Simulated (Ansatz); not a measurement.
Input of an Ansatz 0.2.0 run:

File input.yaml:

```yaml
crystal:
  lattice:
    - [0.0, 2.96575, 2.96575]
    - [2.96575, 0.0, 2.96575]
    - [2.96575, 2.96575, 0.0]
  atoms:
    - { symbol: Pb, position: [0.0, 0.0, 0.0] }
    - { symbol: S, position: [0.5, 0.5, 0.5] }
kpoints:
  mp_grid: { grid: [8, 8, 8] }
scf:
  occupations: { method: gaussian, width: 0.017 }
hamiltonian:
  xc: pbe
  pseudopotentials: { kind: all_electron, lapw: { basis_error: 0.001 } }
output:
  forces: true
  stress: true
  eigenvalues: true
```

Potentials or basis: all-electron LAPW, scalar-relativistic.

The run is started by

```console
$ ansatz run input.yaml --threads 1 --pin off --max-ram 3072MiB --backend cpu --events-out ev --progress --plain --runs-dir out
```

(1) Predict the band gap on the k mesh.

(2) Estimate the pressure.

Answers

(1) 0.36 eV, direct.

(2) 2.2 GPa.

Caveat: spin-orbit coupling is left out, which as a rule narrows the gap of such compounds by several tenths of an eV.
